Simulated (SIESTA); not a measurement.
Crystal: CuO (Tenorite).

```
CELL_PARAMETERS angstrom
2.34185 -1.71130 0.00000
2.34185 1.71130 0.00000
-0.85003 0.00000 5.05787
ATOMIC_POSITIONS crystal
Cu 0.50000 0.00000 0.50000
Cu 0.00000 0.50000 0.00000
O 0.41840 0.58160 0.75000
O 0.58160 0.41840 0.25000
```

Base run:

- Program: SIESTA 5.4.2
- Functional: revPBE
- Potentials or basis: PseudoDojo 0.4 standard (PBE files)
- Basis: DZP (energy shift 0.003 Ry; two zetas on semicore shells)
- Grid cutoff: 800 Ry
- Energy shift: 0.003 Ry
- k mesh: 10 × 10 × 5
- Occupations: fermi-dirac, width 0.05 eV
- Spin: no spin polarisation

Its results: band gap on the k mesh none (metal or under the smearing width); pressure 11.0 GPa; largest force 0.034 eV/Å.

Problem. The run is repeated on the same cell with these changes: functional from revPBE to PBE. What comes out?

Solution. Band gap on the k mesh none (metal or under the smearing width); pressure 7.0 GPa; largest force 0.096 eV/Å.

PBE binds more tightly than revPBE, so the same cell stands under less pressure.

Caveats: short orbitals over semicore shells can move pressures by several GPa; the basis of atomic orbitals isn't converged, which shifts pressures, moduli and gaps; the run has no spin polarisation, though such a crystal can be magnetic; semilocal functionals often make such compounds metallic where correlation or magnetic order opens a gap, which also shifts bond lengths; the potentials were made for another functional, which shifts forces and pressure (some runs).
